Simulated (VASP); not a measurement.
# From VASP inputs to Ansatz: SiC (strained zincblende)

INCAR

```
NBANDS = 11
ENCUT = 520
ISMEAR = 0
SIGMA = 0.01
ISIF = 2
LCHARG = .FALSE.
METAGGA = R2SCAN
ALGO = Normal
LASPH = .TRUE.
IBRION = -1
LWAVE = .FALSE.
NELM = 120
EDIFF = 1E-7
PREC = Accurate
NSW = 0
LREAL = .FALSE.
```

KPOINTS

```
KPOINTS created by Atomic Simulation Environment
0
Gamma
10 10 10
0 0 0
```

KPOINTS_OPT

```
special points
7
Reciprocal
0.0000000000 0.0000000000 0.0000000000 1
-0.5000000000 -0.5000000000 0.0000000000 1
-0.3750000000 -0.3750000000 0.2500000000 1
-0.3750000000 0.0000000000 0.3750000000 1
0.0000000000 0.0000000000 0.5000000000 1
-0.5000000000 -0.2500000000 0.2500000000 1
0.0000000000 0.5000000000 0.5000000000 1
```

POSCAR

```
Si C
 1.0000000000000000
     0.0000000000000000    2.0909302570000001    2.0909302570000001
     2.0909302570000001    0.0000000000000000    2.0909302570000001
     2.0909302570000001    2.0909302570000001    0.0000000000000000
 Si  C
   1   1
Cartesian
  0.0000000000000000  0.0000000000000000  0.0000000000000000
  1.0454651285000001  1.0454651285000001  1.0454651285000001
```

VASP ran with the recommended PBE PAW datasets (8 valence electrons in the cell).

Question: Translate these files to an Ansatz input.

Answer: 

```yaml
crystal:
  lattice:
    - [0.0, 2.090930257, 2.090930257]
    - [2.090930257, 0.0, 2.090930257]
    - [2.090930257, 2.090930257, 0.0]
  atoms:
    - { symbol: Si, position: [0.0, 0.0, 0.0] }
    - { symbol: C, position: [0.25, 0.25, 0.25] }
kpoints:
  mp_grid: { grid: [10, 10, 10] }
  band_path:
    path:
      - [0.0, 0.0, 0.0]
      - [-0.5, -0.5, 0.0]
      - [-0.375, -0.375, 0.25]
      - [-0.375, 0.0, 0.375]
      - [0.0, 0.0, 0.5]
      - [-0.5, -0.25, 0.25]
      - [0.0, 0.5, 0.5]
    npoints: 1
hamiltonian:
  xc: r2scan
scf:
  occupations: { method: fixed }
  n_extra_bands: 4
output:
  forces: true
  stress: true
  eigenvalues: true
  write_density: true
  write_potential: true
  elf: true
  volumetric_format: npy
```

Other inputs would serve too.

```
                               VASP    Ansatz
gap between bands v and c   1.64 eV   1.62 eV
         least direct gap   5.21 eV   5.19 eV
                 pressure  34.9 GPa  35.2 GPa
```

Datasets and cutoffs are each program's own. VASP's cell holds 8 valence electrons and Ansatz's 8. Ansatz's stress includes a Pulay correction; VASP's doesn't.
